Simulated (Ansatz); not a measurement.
**An elastic constant from a strain scan in Ag**

Theory: DFT PBE, scalar-relativistic, plane waves, PAW in Ansatz 0.2.0. Cutoff 420 eV, Γ-centred 24×24×24 k-points, Gaussian smearing of 0.15 eV. No spin polarisation. Energies are free energies at this smearing, counted from the undisturbed cell; pressure is positive in compression.

The starting cell (relaxed at this level):

```
Ag
1.0
     0.00000    2.07360    2.07360
     2.07360    0.00000    2.07360
     2.07360    2.07360    0.00000
Ag
1
Direct
  0.00000 0.00000 0.00000
```

The cell is strained by ε times the Voigt pattern (1, -1, 0, 0, 0, 0) (xx, yy, zz, yz, xz, xy; engineering shear) with fractional coordinates fixed. The cell holds 1 atom in V0 = 17.83 Å³. The stress column is τ = (1/V0) dE/dε, got from the stress tensor σ (compression positive) at each point as −det(1 + εP) σ : P(1 + εP)⁻¹, with P the pattern as a tensor.

| ε | ΔE (meV/atom) | τ (GPa) |
| --- | --- | --- |
| -0.0175 | 1.235 | -1.258 |
| -0.0150 | 0.909 | -1.083 |
| -0.0125 | 0.633 | -0.906 |
| -0.0100 | 0.406 | -0.727 |
| -0.0075 | 0.229 | -0.547 |
| -0.0050 | 0.102 | -0.366 |
| -0.0025 | 0.025 | -0.183 |
| 0.0000 | 0.000 | 0.000 |
| 0.0025 | 0.025 | 0.183 |
| 0.0050 | 0.102 | 0.366 |
| 0.0075 | 0.229 | 0.547 |
| 0.0100 | 0.406 | 0.727 |
| 0.0125 | 0.633 | 0.906 |
| 0.0150 | 0.909 | 1.083 |
| 0.0175 | 1.235 | 1.258 |
| 0.0200 | ? | ? |

Question: Which combination of elastic constants does this scan measure, and how large is it?

Answer: For small ε, τ = τ0 + Kε with K = pᵀCp, which for this pattern is 2(C11 − C12) in the cubic axes. The parabola through τ at ε = -0.0025, 0 and 0.0025 has slope K = 73 GPa at zero. The energies per cell, E = NΔE, of the wider pair ε = ±0.0175 give K = 2[E(ε₊)/ε₊ − E(ε₋)/ε₋]/[(ε₊ − ε₋)V0] = 72 GPa, in agreement.

Question: Predict the withheld row at ε = 0.0200 from the harmonic law, and compare.

Answer: ΔE = V0(τ0 ε + Kε²/2)/N = 1.631 meV/atom and τ = 1.46 GPa. The calculation gives 1.609 meV/atom and 1.43 GPa, a miss of 1.3 % of the harmonic energy, so the harmonic law still holds here.

In a metal these slopes depend on the k mesh and the smearing.